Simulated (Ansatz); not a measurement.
TiPb$_{3}$O$_{8}$: course of a relaxation

The calculation used Ansatz, DFT r2SCAN+U, scalar-relativistic, plane waves, PAW. (500 eV cutoff, 8×6×8 k-mesh, Gaussian smearing of 0.01 eV, no spin polarisation, U_eff Ti 4.0 eV on d shells)

What was changed: 3 of 4 Ti sites taken by Pb, cell and atoms relaxed.

Spin–orbit coupling is left out, which can shift energies with elements as heavy as these.

Command:

```bash
ansatz run input.yaml --threads 2 --pin off --max-ram 5120MiB --backend cpu --events-out ev --progress --plain --runs-dir out
```

Input:

```yaml
crystal:
  lattice:
    - [-4.1189672614, -4.1189672614, 0.0]
    - [-4.1189672614, 4.1189672614, 0.0]
    - [2.0594836307, 2.0594836307, -5.2403526845]
  atoms:
    - { symbol: Ti, position: [0.5, 0.5, 0.0] }
    - { symbol: Pb, position: [0.0, 0.0, 0.0] }
    - { symbol: Pb, position: [0.0, 0.75, 0.5] }
    - { symbol: Pb, position: [0.5, 0.25, 0.5] }
    - { symbol: O, position: [0.7969696378, 0.75, 0.0939392757] }
    - { symbol: O, position: [0.2969696378, 0.25, 0.0939392757] }
    - { symbol: O, position: [0.2969696378, 0.5, 0.5939392757] }
    - { symbol: O, position: [0.7969696378, 0.0, 0.5939392757] }
    - { symbol: O, position: [0.2030303622, 0.75, 0.9060607243] }
    - { symbol: O, position: [0.7030303622, 0.25, 0.9060607243] }
    - { symbol: O, position: [0.7030303622, 0.5, 0.4060607243] }
    - { symbol: O, position: [0.2030303622, 0.0, 0.4060607243] }
basis:
  ecutwfc: 500
kpoints:
  mp_grid: { grid: [8, 6, 8] }
hamiltonian:
  xc: r2scan
  hubbard: { sites: [{ species: Ti, l: d, u_eff: 4.0 }] }
scf:
  occupations: { method: gaussian, width: 0.01 }
output:
  forces: true
  stress: true
  eigenvalues: true
relax:
  adjacent_minimum: "off"
  f_tol: 0.015
  max_steps: 60
  cell: { stress_tol: 0.15 }
```

F is the free energy. Steps run on the plane waves of an earlier cell, but the last one, and at times one on the way, on a freshly chosen basis, so a repeated geometry can differ a little in energy.

Steps:

```tsv
step	F − F(1) (eV)	largest force component (eV/Å)	V (Å³/atom)	P (GPa)
1	0.0000	2.636	14.818	0.81
2	-1.0329	0.279	14.972	-1.08
3	-1.0587	0.231	14.868	0.09
4	-1.0660	0.058	14.856	0.13
5	-1.0663	0.040	14.875	-0.11
6	-1.0672	0.004	14.860	0.00
7	-1.0674	0.004	14.860	0.00
```

Relaxed structure:

```xyz
12
Lattice="-4.0672 -4.0672 0.0000 -4.0769 4.0769 0.0000 2.0336 2.0336 -5.3772" Properties=species:S:1:pos:R:3 pbc="T T T"
Ti   -4.0721    0.0048    0.0000
Pb    0.0000    0.0000    0.0000
Pb   -2.0103    4.0439   -2.6886
Pb   -2.0666    0.0330   -2.6886
O    -5.9972   -0.0019   -0.4731
O    -2.1469    0.0116   -0.4731
O    -2.0384    2.0384   -3.3590
O    -2.0336   -2.0336   -3.2386
O    -2.0317    3.9636   -4.9041
O    -2.0452    0.1133   -4.9041
O    -4.0721    0.0048   -2.0181
O     0.0000    0.0000   -2.1386
```

Symmetry: C222, No. 21, orthorhombic system. The conventional cell has a = 5.752 Å, b = 10.754 Å, c = 5.766 Å, α = 90.00°, β = 90.00°, γ = 90.00°. Ti (site symmetry 222) is surrounded by 6 O at 1.98 to 2.02 Å. Around Pb (site symmetry 222) lie 6 O at 2.14 to 2.20 Å. Pb (site symmetry 2) is surrounded by 6 O at 2.11 to 2.22 Å. O (site symmetry 1) is surrounded by 1 Ti at 1.98 Å and 2 Pb at 2.20 to 2.22 Å. Around O (site symmetry 2) lie 1 Ti at 2.02 Å and 2 Pb at 2.11 Å. Around O (site symmetry 2) lie 3 Pb at 2.14 Å.

The run converged. It took 5 min on 2 threads of Intel(R) Xeon(R) 6975P-C (Granite Rapids), on a shared host, peak memory 2 GiB.